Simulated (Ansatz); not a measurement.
**TaN (Fm-3m): a soft mode frozen in**

Aim: this structure of TaN (Fm-3m) is to be tested for unstable modes, and one is followed downhill.

Calculated with Ansatz 0.2.0; DFT PBEsol, scalar-relativistic, plane waves, PAW; PAW set soft_1.

### 1. Set-up

Symmetry: Fm-3m, No. 225, cubic system. The conventional cell has a = 4.375 Å, b = 4.375 Å, c = 4.375 Å, α = 90.00°, β = 90.00°, γ = 90.00°. Ta has 6 N at 2.19 Å nearest. N has 6 Ta at 2.19 Å nearest. Farther neighbours and most contacts between anions are not listed.

### 2. Response at finite wavevector

The cell comes from relaxations at this level that are not shown. Stability and thermal properties need the whole zone. Linear response on a 4×4×4 q mesh gives force constants as far as a supercell of that size would.

The input, input.yaml:

```yaml
crystal:
  lattice:
    - [0.0, 2.1873937018, 2.1873937018]
    - [2.1873937018, 0.0, 2.1873937018]
    - [2.1873937018, 2.1873937018, 0.0]
  atoms:
    - { symbol: Ta, position: [0.5, 0.5, 0.5] }
    - { symbol: "N", position: [0.0, 0.0, 0.0] }
kpoints:
  mp_grid: { grid: [16, 16, 16] }
hamiltonian:
  xc: pbesol
  pseudopotentials: { kind: paw, azcp: { folder: soft_1 }, xc_functional: pbe }
scf:
  occupations: { method: methfessel_paxton, width: 0.2 }
output:
  eigenvalues: true
phonons:
  method: dfpt
  qmesh: [4, 4, 4]
  temperatures: { t_max: 1000, t_step: 50 }
  qpath:
    path:
      - [[0.0, 0.0, 0.0], [0.5, 0.0, 0.5], [0.625, 0.25, 0.625]]
      - [[0.375, 0.375, 0.75], [0.0, 0.0, 0.0], [0.5, 0.5, 0.5], [0.5, 0.25, 0.75], [0.5, 0.0, 0.5]]
    npoints: 10
```

Run with:

```
$ ansatz run input.yaml --threads 4 --pin off --max-ram 10240MiB --backend cpu --events-out ev --progress --plain --runs-dir out
```

Numbers of over 12 decimals in the logs are rounded to 6 here.

The log of the run:

```text
Engine: ansatz 0.2.0, aarch64-unknown-linux-gnu
Pseudopotentials: kind: paw
Pseudopotential: Ta, paw, valence charge 13, recommended cutoff 420 eV (normal), soft_1/Ta.paw.azcp
Pseudopotential: N, paw, valence charge 5, recommended cutoff 420 eV (normal), soft_1/N.paw.azcp
Functional definition: PBEsol
  exchange = pbesol_x
  correlation = pbesol_c
Crystal: 2 atoms, lattice volume = 20.932 Å³
Basis set: ecut = 420 eV, 411 PW (Γ), exchange–correlation on 48×48×48 points (8 copies of the dense FFT grid, shifted against one another)
Bands: 13, of which v1, the nominal top of the filled ones, is band 9 counted from 1 (8 counted from 0)
Symmetry: 48 space group operations
k-points: 145 of 4096
Non-local potential: Ta, projectors of the file, l = 0: 3, l = 1: 2, l = 2: 2, l = 3: 1
Non-local potential: N, projectors of the file, l = 0: 2, l = 1: 2, l = 2: 1
PAW form: soft (Blöchl's): semilocal exchange-correlation on the pseudo side does not see the compensation charge
PAW frozen core: Ta, regenerated for the run's functional, and the local potential with it (the file was generated under x = pbe(κ = 0.804, μ = 0.219515), c = pbe(β = 0.066725))
PAW frozen core: N, regenerated for the run's functional, and the local potential with it (the file was generated under x = pbe(κ = 0.804, μ = 0.219515), c = pbe(β = 0.066725))
PAW one-centre angular grid: Ta, 590 points (default); XC on 64 Gauss nodes
PAW one-centre angular grid: N, 110 points (default); XC on 64 Gauss nodes
Initial density: superposition of atomic densities (chi_scale 0.1, normalization cell, long waves kept (reshape's long-wave potential 0.00 eV rms))
Initial wavefunctions: pseudopotential atomic-orbital guess
Functional: x = pbesol(κ = 0.804, μ = 0.123457), c = pbesol(β = 0.046)
SCF iter   1: F=—  HF=-10188.068933 eV  |F-HF|=—  |Δ(HF+E_count)|=         —  Δρ=4.82e-2  dr2=4.76e-1  ethr=3.10e-3  ⟨swp⟩=5.0  Hψ=20019  notcnv=0
automatic band count: the SCF goes on with 17 bands, as 13 were too few: the levels above may hold too much charge
preconditioner: auto → none  [metal: Δε(μ)=0.013 eV  Ē_g=15.992 eV  σ=0.200 eV  W_gap=0.05  n_scr=8 (ndim 8)  ℏωp=25.7 eV  f_vac=0.000  D(μ)=0.97/eV (n_scr^D=14)  sad-step TF]
SCF iter   2: F=—  HF=-10188.042429 eV  |F-HF|=—  |Δ(HF+E_count)|=   2.65e-2  S|Δr|=    0.00e0  Δρ=3.44e-2  dr2=2.79e-1  ethr=2.65e-3  ⟨swp⟩=1.0  Hψ=3625  notcnv=0
SCF iter   3: F=—  HF=-10187.979832 eV  |F-HF|=—  |Δ(HF+E_count)|=   6.26e-2  S|Δr|=    0.00e0  Δρ=3.07e-3  dr2=4.34e-4  ethr=1.55e-3  ⟨swp⟩=2.4  Hψ=3253  notcnv=0
SCF iter   4: F=—  HF=-10187.980136 eV  |F-HF|=—  |Δ(HF+E_count)|=   3.04e-4  S|Δr|=    0.00e0  Δρ=5.94e-4  dr2=8.78e-5  ethr=2.41e-6  ⟨swp⟩=2.6  Hψ=4371  notcnv=0  defer=160
SCF iter   5: F=—  HF=-10187.980119 eV  |F-HF|=—  |Δ(HF+E_count)|=   1.63e-5  S|Δr|=    0.00e0  Δρ=4.40e-5  dr2=2.69e-7  ethr=4.88e-7  ⟨swp⟩=2.1  Hψ=2644  notcnv=0  defer=160
SCF iter   6: F=—  HF=-10187.980118 eV  |F-HF|=—  |Δ(HF+E_count)|=   1.25e-6  S|Δr|=    0.00e0  Δρ=4.98e-6  dr2=3.74e-9  ethr=1.50e-9  ⟨swp⟩=2.4  Hψ=3169  notcnv=0  defer=190
SCF iter   7: F=—  HF=-10187.980118 eV  |F-HF|=—  |Δ(HF+E_count)|=   1.16e-9  S|Δr|=    0.00e0  Δρ=1.09e-6  dr2=1.54e-10  ethr=2.08e-11  ⟨swp⟩=2.0  Hψ=3427  notcnv=0  defer=190
SCF iter   8: F=-10187.980118 eV  HF=-10187.980118 eV  |F-HF|=0.00e0  |Δ(HF+E_count)|=  4.91e-11  S|Δr|=    0.00e0  Δρ=7.21e-8  dr2=4.59e-13  ethr=1.00e-12  ⟨swp⟩=9.3  Hψ=11081  notcnv=0
SCF 1 converged in 8 iterations: F = -10187.980118 eV  dr2 = 4.59e-13
  greatest PAW one-centre occupation: 0.999 electrons in one spin orbital (limit 2), on the Ta atom at site 0 (counted from 0), in its partial waves of l = 0
Initial density: read from a saved state, or passed on in memory by an earlier SCF of this step, an earlier step, the calling program or the single point that the run made first
iter 1 solved again at ethr=3.52e-8 eV; its pass at ethr=3.10e-3 eV (dr2=6.34e-6 eV) is discarded
SCF iter   1: F=—  HF=-10187.980118 eV  |F-HF|=—  |Δ(HF+E_count)|=         —  Δρ=5.48e-7  dr2=5.36e-11  ethr=3.52e-8  ⟨swp⟩=2.9  Hψ=14386  notcnv=0
eigensolver tolerance schedule: the retry pair's looser diagonalisation over-reported the residual by 118279.77 of it (diagonalisation noise at an unbounded share of the residual, at the tolerance the schedule requests for it); recorded, not acted on — ethr = c·dr2/N_el stays at c = 1.0e-1
preconditioner: auto → none  [metal: Δε(μ)=0.015 eV  Ē_g=11.225 eV  σ=0.200 eV  W_gap=0.06  n_scr=8 (ndim 8)  ℏωp=25.7 eV  f_vac=0.000  D(μ)=1.04/eV (n_scr^D=14)]
SCF iter   2: F=—  HF=-10187.980118 eV  |F-HF|=—  |Δ(HF+E_count)|=   7.16e-8  S|Δr|=    0.00e0  Δρ=3.79e-7  dr2=2.66e-11  ethr=1.00e-12  ⟨swp⟩=3.1  Hψ=4195  notcnv=0
SCF iter   3: F=-10187.980118 eV  HF=-10187.980118 eV  |F-HF|=5.46e-12  |Δ(HF+E_count)|=  3.64e-12  S|Δr|=    0.00e0  Δρ=2.08e-7  dr2=7.81e-12  ethr=1.00e-12  ⟨swp⟩=1.2  Hψ=4377  notcnv=0
SCF 2 converged in 3 iterations: F = -10187.980118 eV  dr2 = 7.81e-12
phonons: the bands overlap, so this run is a metal and interpolates without the dipole-dipole term. If the crystal is really an insulator or semiconductor, its LO-TO splitting is missing
NSCF: frozen V_eff on 145 k-points
NSCF: frozen V_eff on 349 k-points
DFPT response loops at q = (0, 0, 0) (fractional): preconditioner auto → Kerker (q_TF=auto, 2.661 Å⁻¹) (partly filled bands, converged f_vac=0.000); β = 1.00, the filter's whole step (`scf.mixing.beta` (0.50) is not read by the response loops under this deck's `scf.mixing.preconditioner`; to damp them name `kerker` or `kerker_dos`, under which they read `scf.mixing.beta`, and type it under 1.00, their step now; both keys bind the ground state too); Broyden in place of MSR1
NSCF: frozen V_eff on 4352 k-points
DFPT response loops at q = (0, 0, 0.25) (fractional): mixed as the last ones told, above
NSCF: frozen V_eff on 2196 k-points
DFPT response loops at q = (0, 0, -0.5) (fractional): mixed as the last ones told, above
NSCF: frozen V_eff on 2320 k-points
DFPT response loops at q = (0, 0.25, 0.25) (fractional): mixed as the last ones told, above
NSCF: frozen V_eff on 8192 k-points
DFPT response loops at q = (0, 0.25, -0.5) (fractional): mixed as the last ones told, above
NSCF: frozen V_eff on 4352 k-points
DFPT response loops at q = (0, 0.25, -0.25) (fractional): mixed as the last ones told, above
NSCF: frozen V_eff on 1242 k-points
DFPT response loops at q = (0, -0.5, -0.5) (fractional): mixed as the last ones told, above
NSCF: frozen V_eff on 2320 k-points
DFPT response loops at q = (0.25, -0.5, -0.25) (fractional): mixed as the last ones told, above
SCF converged after 8 iterations
Stability not checked: this state was not tested for a lower state beside it, because cold or Methfessel-Paxton smearing, or corrected tetrahedra, fill the levels in a way that the test cannot read (fill_not_monotonic; see scf.lower_state_search)
Free energy (F): -10187.980118 eV
Harris-Foulkes:  -10187.980118 eV  (|F-HF|=0.00e0)
Internal energy: -10187.977690 eV  (E = F + TS)
E sigma→0 (E₀):  -10187.979511 eV
Entropy (-TS):   -0.002428 eV (-1.214 meV/atom)
Fermi energy:    21.773465 eV
--- Per-component energies (eV) ---
  E_band       = -42.613783
  E_kinetic    = 525.703424
  E_local      = -559.865010  (includes V_loc(G=0)·N_el)
  E_nonlocal   = 26.490761
  E_hartree    = 200.548223
  E_xc         = -379.387827
  E_vxc        = -310.725986  (∫ρ·V_xc dr)
  E_paw        = -8304.726346  (= ΣΔE_a)
  E_vpaw       = -125.314294  (= ΣTr[D̂ρ^β])
  E_aug_tail   = 0.000890  (compensation charges beyond the density's cutoff)
  E_ewald      = -1696.983616
  E_core_change = 0.241812  (= ΣΔE_core)
  E_smearing   = -0.002428  (= −TS)
  E_closure    = -0.000000  (closes the sum)
  Σ components = -10187.980118   (vs F -10187.980118, Δ=0.00e0)
--- Band table (eV; the first three rows and the last of 145) ---
  k-point 0: bands = [... 5 lower, 17.9269, 17.9269, 17.9269, 19.6247, 19.6247, 19.6247, 21.8336, 21.8336, ... 4 higher]
  k-point 1: bands = [... 5 lower, 17.4077, 17.5761, 17.5761, 19.7866, 19.7866, 19.8586, 22.2366, 22.2366, ... 4 higher]
  k-point 2: bands = [... 5 lower, 16.3582, 16.8533, 16.8533, 20.1624, 20.1624, 20.2032, 23.2144, 23.2144, ... 4 higher]
  k-point 144: bands = [... 5 lower, 14.2220, 14.9459, 14.9459, 21.5923, 21.5923, 25.4771, 26.0131, 26.4135, ... 4 higher]
--- Phonons (Γ-DFPT): 2 representative perturbations + reference (Σ response iterations 6) ---
  ASR residual: 3.653e-5 → 0.000e0 eV/Å²; symmetrization residual: 7.162e-7 eV/Å²
  ASR residual per site (eV/Å²): 3.65e-5 1.27e-5
  Γ frequencies (cm⁻¹): 0.00 0.00 0.00 407.61 407.61 407.61
--- Phonons (arbitrary-q DFPT): 8 irreducible q on the 4×4×4 mesh ---
  q = [0.0000, 0.0000, 0.0000] (star 1, of the zone-centre solve; hermiticity 1.80e-7, symmetrization 5.30e-14): -0.00 0.00 0.00 407.61 407.61 407.61
  q = [0.0000, 0.0000, 0.2500] (star 8, 2 solved perturbations on 2176 of 4096 k-point pairs; hermiticity 2.24e-8, symmetrization 4.71e-14): 93.19 93.19 139.49 526.15 532.98 532.98
  q = [0.0000, 0.0000, -0.5000] (star 4, 2 solved perturbations on 1098 of 4096 k-point pairs; hermiticity 1.42e-14, symmetrization 1.99e-14): 97.03 97.03 111.81 510.92 586.04 586.04
  q = [0.0000, 0.2500, 0.2500] (star 6, 4 solved perturbations in 3616 linear systems a pass and spin channel, the states on 1160 of 4096 k-point pairs; hermiticity 1.07e-7, symmetrization 4.32e-14): 64.09 64.09 141.52 432.90 432.90 617.02
  q = [0.0000, 0.2500, -0.5000] (star 24, 4 solved perturbations in 12544 linear systems a pass and spin channel, the states on 4096 of 4096 k-point pairs; hermiticity 1.07e-7, symmetrization 6.33e-14): -68.89 -46.05 48.14 497.81 528.07 541.21
  q = [0.0000, 0.2500, -0.2500] (star 12, 4 solved perturbations in 6672 linear systems a pass and spin channel, the states on 2176 of 4096 k-point pairs; hermiticity 7.18e-8, symmetrization 2.26e-14): -25.16 114.81 123.81 425.18 565.29 607.86
  q = [0.0000, -0.5000, -0.5000] (star 3, 4 solved perturbations in 1940 linear systems a pass and spin channel, the states on 621 of 4096 k-point pairs; hermiticity 1.38e-7, symmetrization 4.71e-14): -261.96 -77.27 -77.27 441.87 460.67 460.67
  q = [0.2500, -0.5000, -0.2500] (star 6, 4 solved perturbations in 3498 linear systems a pass and spin channel, the states on 1160 of 4096 k-point pairs; hermiticity 5.67e-8, symmetrization 1.15e-13): -179.33 -179.33 126.46 429.89 429.89 613.40
  sum rule: each row above includes the acoustic sum rule's correction from the zone centre's row sums; it moved no ω² by more than (0.50 cm⁻¹)²
  mesh force constants: q→R imaginary residual 9.43e-18; ASR residual 3.653e-5 → 0.000e0 eV/Å²; symmetrization residual 7.105e-15 eV/Å²
  interpolated dispersion: 62 rows × 6 modes
  density of states and harmonic sums: on the 24×24×24 q-mesh, interpolated from the force constants of a 4×4×4 supercell (no non-analytic term)
  largest difference from the sums on the solved wave vectors: F 6.87e-2 eV, S 9.66e-5 and C_V 2.79e-5 eV/K
  zero-point energy: 0.107403 eV/cell   skipped modes (ω ≤ 0): 403, of them read as no rigid motion or as one in doubt: 400 (9.889e-1 modes/cell left out, lowest -261.96 cm⁻¹)   left out of the sums: 1.65e-1 of the cell's modes: C_V's classical limit lies that fraction below 3 k_B per atom; for a crystal, a wire or a layer, F and S can be off by more, and a phonons.interpolated_qmesh denser along its periods is the remedy for the sampling
```

The job ended after 4.2 min (4 threads of Arm Neoverse V1, shared host; peak memory 3.2 GiB; 16 min of CPU time).

In the SCF lines HF is the Harris–Foulkes energy and dr2 the Hartree energy of the density residual, in eV; the loop may stop once dr2 is under the threshold and the program's other checks hold. Hψ counts applications of the Hamiltonian.

This step gave:

```yaml
volume_per_atom: 10.47 Å³
gap_on_the_k_mesh: 0 eV
sum_rule_residual_before_enforcement: 3.65e-5 eV/Å²
lowest_frequency_on_the_path: -262.0 cm⁻¹
point_group: m-3m
highest_frequency_on_the_path_or_at_a_solved_wavevector: 617.0 cm⁻¹
highest_optical_mode_at_the_zone_centre_no_lo_to_term: 407.6 cm⁻¹
lowest_optical_zone_centre_mode: 407.6 cm⁻¹
lowest_mode_on_the_q_mesh_acoustic_modes_at_gamma_apart: -262.0 cm⁻¹
```

Frequencies (cm⁻¹) solved at each irreducible wavevector; negative means imaginary. Frequencies by wavevector, by row:

| q in reciprocal lattice units | star | mode 1 | mode 2 | mode 3 | mode 4 | mode 5 | mode 6 |
| --- | --- | --- | --- | --- | --- | --- | --- |
| 0 0 0 | 1 | 0 | 0 | 0 | 407.6 | 407.6 | 407.6 |
| 0 0 0.25 | 8 | 93.2 | 93.2 | 139.5 | 526.1 | 533 | 533 |
| 0 0 -0.5 | 4 | 97 | 97 | 111.8 | 510.9 | 586 | 586 |
| 0 0.25 0.25 | 6 | 64.1 | 64.1 | 141.5 | 432.9 | 432.9 | 617 |
| 0 0.25 -0.5 | 24 | -68.9 | -46 | 48.1 | 497.8 | 528.1 | 541.2 |
| 0 0.25 -0.25 | 12 | -25.2 | 114.8 | 123.8 | 425.2 | 565.3 | 607.9 |
| 0 -0.5 -0.5 | 3 | -262 | -77.3 | -77.3 | 441.9 | 460.7 | 460.7 |
| 0.25 -0.5 -0.25 | 6 | -179.3 | -179.3 | 126.5 | 429.9 | 429.9 | 613.4 |

Interpolated from a 4×4×4 q mesh. Phonon branches along the path, in cm⁻¹:

| point | branch 1 | branch 2 | branch 3 | branch 4 | branch 5 | branch 6 |
| --- | --- | --- | --- | --- | --- | --- |
| Γ | 0 | 0 | 0 | 408 | 408 | 408 |
| halfway | 64 | 64 | 142 | 433 | 433 | 617 |
| X | -262 | -77 | -77 | 442 | 461 | 461 |
| halfway | -237 | -83 | -80 | 441 | 484 | 485 |
| U | -177 | -65 | -61 | 435 | 527 | 535 |
| jump to K | -177 | -65 | -61 | 435 | 527 | 535 |
| halfway | 84 | 114 | 138 | 433 | 568 | 593 |
| Γ | 0 | 0 | 0 | 408 | 408 | 408 |
| halfway | 93 | 93 | 140 | 526 | 533 | 533 |
| L | 97 | 97 | 112 | 511 | 586 | 586 |
| halfway | -58 | 39 | 96 | 486 | 524 | 591 |
| W | -179 | -179 | 126 | 430 | 430 | 613 |
| halfway | -221 | -136 | 61 | 438 | 448 | 546 |
| X | -262 | -77 | -77 | 442 | 461 | 461 |

The phonon branches as a text plot (rows in cm⁻¹):

```
    599 |    ****           *****              **************
    562 |   *    *         *******           **    ***       *
    525 |                ***      **        ********  *       *
    489 |  *      **   **                 **        *****      *
    452 |       ***********      *  *    **             **  *****
    416 |*******           ****** *******                ****
    379 |
    342 |
    306 |
    269 |
    232 |
    196 |
    159 |      *
    123 |   *** *            *******      *********     ****
     86 |  ****             *   *****    ***************    **
     49 | **   *           *   *    **  **           **
     13 |*      *                     ***                     *
    -24 |
    -61 |        ****** ***  **                       **       **
    -97 |              **   *                          *       **
   -134 |                  *                            *    **
   -170 |         **      *                              ****
   -207 |               **                                  **
   -244 |           ****                                      ***
         Γ           X  U|K            Γ         L        W     X
```

Symmetry leaves 8 wavevectors to solve. The lowest mode among them, the acoustic zeros apart, lies at q = (0, -0.5, -0.5) and is imaginary, 262.0i cm⁻¹, so the energy falls along it.

### 3. The mode frozen in, largest atomic shift 0 Å

The mode followed lies at q = (0.25, -0.5, -0.25) with frequency 179.3i cm⁻¹ and is 2-fold degenerate, one of the unstable modes though not the softest. At small amplitude the distorted cell has space group no. 72 by a symmetry search on the positions. The undistorted cell that holds it gives the zero of energy on the same k mesh.

System of this step: TaN. The structure is cubic, space group Fm-3m (No. 225). The conventional cell has a = 4.375 Å, b = 4.375 Å, c = 4.375 Å, α = 90.00°, β = 90.00°, γ = 90.00°. Nearest to Ta lie 6 N at 2.19 Å. Nearest to N lie 6 Ta at 2.19 Å. Farther neighbours and most contacts between anions are not listed.

input.yaml, the sections that differ from step 2:

```yaml
crystal:
  lattice:
    - [0.0, 0.0, -4.3747874036]
    - [4.3747874036, 0.0, 0.0]
    - [2.1873937018, -4.3747874036, -2.1873937018]
  atoms:
    - { symbol: Ta, position: [0.5, 0.0, 0.0] }
    - { symbol: Ta, position: [0.0, 0.5, 0.0] }
    - { symbol: Ta, position: [0.25, 0.25, 0.5] }
    - { symbol: Ta, position: [0.75, 0.75, 0.5] }
    - { symbol: "N", position: [0.75, 0.25, 0.5] }
    - { symbol: "N", position: [0.25, 0.75, 0.5] }
    - { symbol: "N", position: [0.5, 0.5, 0.0] }
    - { symbol: "N", position: [0.0, 0.0, 0.0] }
kpoints:
  mp_grid: { grid: [10, 10, 10] }
output:
  forces: true
  stress: true
  eigenvalues: true
# hamiltonian, scf: as in step 2
# phonons: removed
```

The log of the run:

```text
[...]
Crystal: 8 atoms, lattice volume = 83.728 Å³
Basis set: ecut = 420 eV, 1647 PW (Γ), exchange–correlation on 60×60×72 points (8 copies of the dense FFT grid, shifted against one another)
Bands: 44, of which v1, the nominal top of the filled ones, is band 36 counted from 1 (35 counted from 0)
Symmetry: 64 space group operations
[...]
k-points: 102 of 1000
[...]
k-point 0: bands = [... 32 lower, 17.9294, 19.6234, 19.6234, 19.6241, 21.5924, 21.5924, 21.5924, 21.5924, ... 4 higher]
  k-point 1: bands = [... 32 lower, 17.7383, 19.4939, 19.9466, 19.9466, 20.4471, 20.4471, 21.8755, 22.3542, ... 4 higher]
  k-point 2: bands = [... 32 lower, 17.3975, 19.1409, 19.3589, 19.3589, 20.6740, 20.6740, 22.0019, 22.9567, ... 4 higher]
  k-point 101: bands = [... 32 lower, 22.3241, 22.3241, 22.6978, 22.6978, 22.7233, 22.7233, 23.1710, 23.1710, ... 4 higher]
[key lines of the parts left out:]
SCF converged after 8 iterations
Free energy (F): -40751.922283 eV
Fermi energy:    21.779661 eV
P = ⅓ Tr σ = -0.0279 GPa (-0.279 kbar)
```

Wall time 6.2 s (4 threads); peak memory 0.56 GiB.

Numbers from this step:

```yaml
pressure: -0.02790 GPa
energy_from_the_undistorted_cell: 0 meV/atom
```

The run ends at a pressure of -0.03 GPa.

### 4. The mode frozen in, largest atomic shift 0.14 Å

The atoms are moved along the unstable eigenvector, the largest shift by 0.14 Å, with the cell fixed.

input.yaml, the sections that differ from step 3:

```yaml
crystal:
  lattice:
    - [0.0, 0.0, -4.3747874036]
    - [4.3747874036, 0.0, 0.0]
    - [2.1873937018, -4.3747874036, -2.1873937018]
  atoms:
    - { symbol: Ta, position: [0.4818134162, 0.0, 0.0] }
    - { symbol: Ta, position: [0.0181865838, 0.5, 0.0] }
    - { symbol: Ta, position: [0.2318134162, 0.25, 0.5] }
    - { symbol: Ta, position: [0.7681865838, 0.75, 0.5] }
    - { symbol: "N", position: [0.7179984449, 0.25, 0.5] }
    - { symbol: "N", position: [0.2820015551, 0.75, 0.5] }
    - { symbol: "N", position: [0.5320015551, 0.5, 0.0] }
    - { symbol: "N", position: [-0.0320015551, 0.0, 0.0] }
# kpoints, hamiltonian, scf, output: as in step 3
```

The log of the run:

```text
[...]
Crystal: 8 atoms, lattice volume = 83.728 Å³
Basis set: ecut = 420 eV, 1647 PW (Γ), exchange–correlation on 60×60×72 points (8 copies of the dense FFT grid, shifted against one another)
Bands: 44, of which v1, the nominal top of the filled ones, is band 36 counted from 1 (35 counted from 0)
Symmetry: 8 space group operations
[...]
k-points: 171 of 1000
[...]
k-point 0: bands = [... 32 lower, 18.0015, 19.5330, 19.5366, 19.6705, 20.9507, 21.3381, 21.6584, 21.7929, ... 4 higher]
  k-point 1: bands = [... 32 lower, 17.8024, 19.3826, 19.8662, 19.9925, 20.1671, 20.6836, 21.9048, 22.2348, ... 4 higher]
  k-point 2: bands = [... 32 lower, 17.4600, 18.9322, 19.1949, 19.8061, 20.5976, 20.7149, 22.2420, 22.7730, ... 4 higher]
  k-point 170: bands = [... 32 lower, 21.7686, 21.7686, 22.5568, 22.5568, 22.9782, 22.9783, 23.3513, 23.3513, ... 4 higher]
[key lines of the parts left out:]
SCF converged after 8 iterations
Free energy (F): -40752.059509 eV
Fermi energy:    21.570226 eV
P = ⅓ Tr σ = 0.1826 GPa (1.826 kbar)
```

Run time: 9.8 s. Hardware: 4 threads; peak memory 0.7 GiB; 38 s of CPU time.

Numbers from this step:

| Quantity | Value |
| --- | --- |
| pressure | 0.1826 GPa |
| energy from the undistorted cell | -17.39 meV/atom |

The energy, extrapolated to zero smearing, is -17.39 meV/atom against the undistorted cell.

The run ends at a pressure of 0.18 GPa, with forces up to 0.82 eV/Å.

(Part 1 of 3 ends here.)

[Logs are printed without paths, hosts, clocks, repeated set-up lines and the standing remarks that a program may print on its own settings, such as how far it seeks lower states.]

[Hosts, paths, dates, database ids (printed as entryN), source tags and the programs' standing remarks are cut or masked in the printed files.]
